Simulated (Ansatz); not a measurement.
`CC(=O)OC1=CC(=O)OC1=O` + H₂ → maleic anhydride + acetic acid at 500 K and 1 bar (hydrogenolysis of a C–O bond).

Program: Ansatz. Geometries: PBE0-D4/def2-TZVP. ΔE: electronic, gas phase. CCSD(T)/CBS is the MP2 limit (def2-TZVPP, def2-QZVPP) plus CCSD(T) − MP2 in def2-TZVPP, frozen cores. This one scheme is used for every species. One conformer a species, not always the lowest.

| species | CCSD(T)/CBS energy (Eh) | H − E (kJ/mol) | S (J/(mol·K)) |
| --- | --- | --- | --- |
| `CC(=O)OC1=CC(=O)OC1=O` | -606.57643 | 322.9 | 506.2 |
| H₂ | -1.17544 | 41.0 | 145.5 |
| `O=C1C=CC(=O)O1` | -378.91578 | 185.3 | 357.1 |
| `CC(=O)O` | -228.87529 | 193.9 | 329.7 |

H − E and S are ideal-gas, rigid-rotor, harmonic terms from PBE0-D4/def2-TZVP, for one conformer and one mirror image of each species. For small species the MP2-based limit differs from directly extrapolated CCSD(T) by up to some mEh (0.8 for H₂); such offsets cancel only in part. 1 Eh = 2625.50 kJ/mol, R = 8.31446 J/(mol·K).

**Question.** By hand: ΔE, ΔH, ΔS and ΔG.

**Answer.** ΔE = (-378.91578) + (-228.87529) − (-606.57643) − (-1.17544) = -0.03920 Eh = -102.9 kJ/mol. Δ(H − E) = 185.3 + 193.9 − 322.9 − 41.0 = 15.3, so ΔH = -87.6 kJ/mol. ΔS = 357.1 + 329.7 − 506.2 − 145.5 = 35.1 J/(mol·K). ΔG = -87.6 − 500 × (35.1)/1000 = -105.1 kJ/mol.

**Question.** By hand: the equilibrium constant, and the temperature at which ΔG would vanish if ΔH and ΔS stayed fixed.

**Answer.** log₁₀ K = −ΔG/(RT ln 10) = 11.0. ΔH and −TΔS have one sign here, so there is no such temperature.

ΔH outweighs TΔS. A doubt of 5 kJ/mol in ΔE shifts log₁₀ K by 0.5 here. Other conformers and mirror images would add mixing entropy, several J/(mol·K) or more a flexible species. These are equilibria of isolated gas molecules and say nothing of rates. Largest T1 diagnostic: 0.017 (customary marks: 0.02 for closed shells, 0.045 for open ones).
